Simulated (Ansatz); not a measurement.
# Ga (I4/mmm) in Ansatz: notebook

The runs below take Ga through single point, relaxation of cell and atoms, with PBE, LDA.

Everything below comes from runs of Ansatz 0.2.0. Logs are shortened: lines on timing, memory, paths and dates and some standing lists are left out, and cuts for length are marked.

## Step 1: Starting point

It takes space group I4/mmm (No. 139, tetragonal). The conventional cell has a = 2.769 Å, b = 2.769 Å, c = 4.622 Å, α = 90.00°, β = 90.00°, γ = 90.00°. Ga (site symmetry 4/mmm) has 12 Ga at 2.77 to 3.03 Å as nearest neighbours.

This isn't the form of Ga at room conditions, which is orthorhombic.

## Step 2: Single point, PBE

input.yaml reads:

```yaml
crystal:
  lattice:
    - [-1.3843987196, 1.3843987196, 2.3112238365]
    - [1.3843987196, -1.3843987196, 2.3112238365]
    - [1.3843987196, 1.3843987196, -2.3112238365]
  atoms:
    - { symbol: Ga, position: [0.0, 0.0, 0.0] }
hamiltonian:
  xc: pbe
  pseudopotentials: { kind: paw }
kpoints:
  mp_grid: { grid: [13, 13, 13] }
scf:
  occupations: { method: gaussian, width: 0.011 }
output:
  forces: true
  stress: true
  eigenvalues: true
```

Potentials or basis: Ansatz PAW.

Run with:

```
> ansatz run input.yaml --threads 2 --pin off --max-ram 5632MiB --backend cpu --events-out ev --progress --plain --runs-dir out
```

Standard output:

```text
Warning: RAYON_NUM_THREADS=2 ignored (pool sized by the plan → 2); use --threads N
Engine: ansatz 0.2.0, aarch64-unknown-linux-gnu
Pseudopotentials: kind: paw
Pseudopotential: Ga, paw, valence charge 13, recommended cutoff 420 eV (normal), Ga.paw.azcp
Functional definition: PBE
  parameter kappa = 0.804
  parameter beta = 0.06672455060314922
  exchange = pbe_x(kappa = kappa, mu = beta*pi^2/3)
  correlation = pbe_c(beta = beta)
Crystal: 1 atoms, lattice volume = 17.718 Å³
Basis set: ecut = 420 eV, 331 PW (Γ), exchange–correlation on 48×48×48 points (8 copies of the dense FFT grid, shifted against one another)
Bands: 11, of which v1, the nominal top of the filled ones, is band 7 counted from 1 (6 counted from 0)
Symmetry: 16 space group operations
Space group: I4/mmm (ITA 139), of the structure as read, at distance tolerance 2.6e-5 Å
k-points: 196 of 2197
Non-local potential: Ga, projectors of the file, l = 0: 2, l = 1: 2, l = 2: 3, l = 3: 1
PAW form: soft (Blöchl's): semilocal exchange-correlation on the pseudo side does not see the compensation charge
PAW one-centre angular grid: Ga, 590 points (default); XC on 64 Gauss nodes
Initial density: superposition of atomic densities (neutral atoms: chi_scale 0, normalization atom), corrected by the library's trained network
Initial wavefunctions: pseudopotential atomic-orbital guess
Functional: x = pbe(κ = 0.804, μ = 0.2195149727645171), c = pbe(β = 0.06672455060314922)
SCF iter   1: F=—  HF=-3782.986891 eV  |F-HF|=—  |Δ(HF+E_count)|=         —  Δρ=1.41e-3  dr2=1.50e-4  ethr=1.77e-3  ⟨swp⟩=5.9  Hψ=12680  notcnv=0
preconditioner: auto → none  [insulator: Δε(μ)=0.060 eV  Ē_g=22.006 eV  σ=0.011 eV  W_gap=0.91  n_scr=0 (ndim 8)  ℏωp=31.8 eV  f_vac=0.000  D(μ)=0.31/eV (n_scr^D=0)  ε∞_Penn≈3.1]
SCF iter   2: F=—  HF=-3782.986773 eV  |F-HF|=—  |Δ(HF+E_count)|=   1.18e-4  Δρ=5.11e-4  dr2=4.11e-5  ethr=1.15e-6  ⟨swp⟩=2.1  Hψ=5383  notcnv=0  defer=5
SCF iter   3: F=—  HF=-3782.986770 eV  |F-HF|=—  |Δ(HF+E_count)|=   2.57e-6  Δρ=3.27e-4  dr2=7.66e-6  ethr=3.16e-7  ⟨swp⟩=2.0  Hψ=4068  notcnv=0  defer=5
SCF iter   4: F=—  HF=-3782.986773 eV  |F-HF|=—  |Δ(HF+E_count)|=   2.90e-6  Δρ=1.10e-4  dr2=1.10e-6  ethr=5.89e-8  ⟨swp⟩=2.0  Hψ=3209  notcnv=0  defer=5
iter 5 did not close the SCF: its close was put off for the readings that it lacked (scf_convergence_deferred on its scf_iter line)
SCF iter   5: F=-3782.986772 eV  HF=-3782.986772 eV  |F-HF|=1.07e-9  |Δ(HF+E_count)|=   8.87e-7  Δρ=7.61e-6  dr2=3.40e-9  ethr=8.46e-9  ⟨swp⟩=2.0  Hψ=3315  notcnv=0  defer=5
SCF iter   6: F=-3782.986772 eV  HF=-3782.986772 eV  |F-HF|=6.22e-10  |Δ(HF+E_count)|=   3.36e-9  Δρ=2.01e-6  dr2=3.17e-10  ethr=2.62e-11  ⟨swp⟩=2.6  Hψ=7530  notcnv=0
SCF 1 converged in 6 iterations: F = -3782.986772 eV  dr2 = 3.17e-10
SCF converged after 6 iterations
Free energy (F): -3782.986772 eV
Harris-Foulkes:  -3782.986772 eV  (|F-HF|=6.22e-10)
Internal energy: -3782.986753 eV  (E = F + TS)
E sigma→0 (E₀):  -3782.986763 eV
Entropy (-TS):   -0.000019 eV (-0.019 meV/atom)
Fermi energy:    10.528215 eV
--- Per-component energies (eV) ---
  E_band       = -24.965312
  E_kinetic    = 115.257018
  E_local      = -1738.755925  (includes V_loc(G=0)·N_el)
  E_nonlocal   = 422.362703
  E_hartree    = 820.329580
  E_xc         = -69.707212
  E_vxc        = -58.593203  (∫ρ·V_xc dr)
  E_paw        = -1985.688151  (= ΣΔE_a)
  E_vpaw       = -405.895992  (= ΣTr[D̂ρ^β])
  E_aug_tail   = -0.000081  (compensation charges beyond the density's cutoff)
  E_ewald      = -1346.784685
  E_smearing   = -0.000019  (= −TS)
  E_closure    = 0.000000  (closes the sum)
  Σ components = -3782.986772   (vs F -3782.986772, Δ=0.00e0)
--- Forces (eV/Å), atoms counted from 1 ---
  atom   1  Ga    -0.00000000     0.00000000     0.00000000
  max |Σ_I F_I| component: 4.93e-32 eV/Å
--- Stress (GPa, compression-positive) ---
        3.492523      -0.000000      -0.000000
       -0.000000       3.492523       0.000000
       -0.000000       0.000000       3.459903
  P = ⅓ Tr σ = 3.4816 GPa (34.816 kbar)
--- Band table (eV; the first three rows and the last of 196) ---
  k-point 0: bands = ["-4.5001", "-4.3417", "-4.3057", "-4.3057", "-4.1419", "-0.9461", "23.2858", "23.5920", "23.5920", "26.7312", "27.1560"]
  k-point 1: bands = ["-4.4741", "-4.3312", "-4.3190", "-4.2988", "-4.1551", "-0.7100", "21.9094", "22.2651", "22.7927", "24.8707", "27.5486"]
  k-point 2: bands = ["-4.4002", "-4.3559", "-4.3076", "-4.2789", "-4.1930", "0.0045", "19.6117", "20.3960", "21.2096", "22.7867", "27.9246"]
  k-point 195: bands = ["-4.6034", "-4.5090", "-4.1186", "-4.1048", "-4.1009", "6.1886", "6.7762", "16.1417", "17.8945", "21.3602", "23.2774"]
```

Run time: 1.4 s. Hardware: 2 threads of Arm Neoverse V1, shared host; peak memory 0.31 GiB.

Results:

| Quantity | Value |
| --- | --- |
| Free energy | -3782.9868 eV |
| Pressure | 3.5 GPa |
| Band gap on the k mesh | none (metal or under the smearing width) |

## Step 3: Relaxation of cell and atoms, PBE

input.yaml: that of step 2 with these lines changed.

```diff
@@ -13,3 +13,3 @@
 scf:
-  occupations: { method: gaussian, width: 0.011 }
+  occupations: { method: fermi_dirac, width: 0.05 }
 output:
@@ -18 +18,9 @@
   eigenvalues: true
+  write_density: true
+  write_potential: true
+  elf: true
+  volumetric_format: npy
+relax:
+  f_tol: 0.01
+  max_steps: 40
+  cell: { stress_tol: 0.05 }
```

Potentials or basis: Ansatz PAW.

Run with:

```
> ansatz run input.yaml --threads 2 --pin off --max-ram 5632MiB --backend cpu --events-out ev --progress --plain --runs-dir out
```

Run time: 19 s. Hardware: 2 threads of Arm Neoverse V1, shared host; peak memory 0.33 GiB.

The run converged. Its results:

```
Free energy                            : -3783.0032 eV
Relaxed volume                         : 18.94 Å³/atom
Relaxed cell                           : a = 3.052 Å, b = 3.052 Å, c = 3.052 Å, α = 123.46°, β = 123.46°, γ = 84.10°
Space group after relaxing (to 0.05 Å) : I4/mmm (No. 139)
Energy gained by relaxing              : 15.2 meV/atom
Ionic steps                            : 11
Pressure after relaxing                : 0.0 GPa
Band gap on the k mesh                 : none (metal or under the smearing width)
```

Step by step:
```
step  energy change (eV)  largest force (eV/Å)  volume (Å³)
   1              0.0000                0.0000        17.72
   2             -0.0106                0.0000        18.90
   3             -0.0110                0.0000        18.84
   4             -0.0110                0.0000        18.84
   5             -0.0111                0.0000        18.84
   6             -0.0112                0.0000        18.85
   7             -0.0147                0.0000        18.89
   8             -0.0147                0.0000        18.96
   9             -0.0147                0.0000        18.95
  10             -0.0147                0.0000        18.94
  11             -0.0152                0.0000        18.94
```

Final structure:
```
Ga
1.0
    -1.44544    1.44544    2.26616
     1.44544   -1.44544    2.26616
     1.44544    1.44544   -2.26616
Ga
1
Direct
  0.00000 0.00000 0.00000
```

Levels at points of the mesh, in eV from the Fermi level:
```
           k point  band 3  band 4  band 5  band 6  band 7  band 8  band 9  band 10
(0.00, 0.00, 0.00)  -14.77  -14.74  -14.63  -10.93   12.26   12.26   12.29    15.69
```

Caveat: the plane-wave basis is chosen anew once the cell has moved, so the energies of steps on either side of that aren't comparable.

## Step 4: Relaxation of cell and atoms, LDA

input.yaml: that of step 3 with these lines changed.

```diff
@@ -8,3 +8,3 @@
 hamiltonian:
-  xc: pbe
+  xc: lda
   pseudopotentials: { kind: paw }
@@ -18,6 +18,2 @@
   eigenvalues: true
-  write_density: true
-  write_potential: true
-  elf: true
-  volumetric_format: npy
 relax:
```

Run with:

```
> ansatz run input.yaml --threads 2 --pin off --max-ram 5632MiB --backend cpu --events-out ev --progress --plain --runs-dir out
```

Run time: 7.2 s. Hardware: 2 threads of Arm Neoverse V1, shared host; peak memory 0.32 GiB.

Results (log left out):

```yaml
Free_energy: -3706.9397 eV
Relaxed_volume: 17.04 Å³/atom
Relaxed_cell: a = 2.991 Å, b = 2.991 Å, c = 2.991 Å, α = 125.65°, β = 125.65°, γ = 80.46°
Space_group_after_relaxing_to_0.05_Å: I4/mmm (No. 139)
Energy_gained_by_relaxing: 5.4 meV/atom
Ionic_steps: 5
Pressure_after_relaxing: 0.0 GPa
Band_gap_on_the_k_mesh: none (metal or under the smearing width)
```

Step by step:
| step | energy change (eV) | largest force (eV/Å) | volume (Å³) |
| --- | --- | --- | --- |
| 1 | 0.0000 | 0.0000 | 17.72 |
| 2 | -0.0053 | 0.0000 | 16.94 |
| 3 | -0.0055 | 0.0000 | 17.04 |
| 4 | -0.0055 | 0.0000 | 17.04 |
| 5 | -0.0054 | 0.0000 | 17.04 |

Final structure:
```cif
data_structure
_symmetry_space_group_name_H-M 'P 1'
_symmetry_Int_Tables_number 1
_cell_length_a 2.9910
_cell_length_b 2.9910
_cell_length_c 2.9910
_cell_angle_alpha 125.654
_cell_angle_beta 125.654
_cell_angle_gamma 80.458
_cell_volume 17.04
loop_
_atom_site_label
_atom_site_type_symbol
_atom_site_fract_x
_atom_site_fract_y
_atom_site_fract_z
_atom_site_occupancy
Ga1 Ga 0.00000 0.00000 0.00000 1
```

Levels at points of the mesh, in eV from the Fermi level:
```csv
k point,band 4,band 5,band 6,band 7,band 8,band 9
"(0.00, 0.00, 0.00)",-14.94,-14.76,-11.79,13.02,13.36,13.36
```

Caveat: the plane-wave basis is chosen anew once the cell has moved, so the energies of steps on either side of that aren't comparable; the PAW data sets come from PBE, with cores solved anew for the run's functional, which leaves a small shift of forces and pressure.

## Step 5: The runs side by side

```csv
task,level,cell,smearing,gap on the mesh (eV),pressure (GPa),relaxed volume (Å³/atom)
single point,PBE,as given,gaussian 0.011 eV,none,3.5,-
relaxation of cell and atoms,PBE,relaxed,fermi-dirac 0.05 eV,none,0.0,18.94
relaxation of cell and atoms,LDA,relaxed,fermi-dirac 0.05 eV,none,0.0,17.04
```

Alike in all rows: potentials or basis Ansatz PAW; no spin polarisation; k mesh 13 × 13 × 13; cutoff (eV) 420.

Caveats: the plane-wave basis is chosen anew once the cell has moved, so the energies of steps on either side of that aren't comparable (some runs); the PAW data sets come from PBE, with cores solved anew for the run's functional, which leaves a small shift of forces and pressure (some runs).

Total energies depend on the potentials used, so only differences within one code and one set of settings carry meaning.
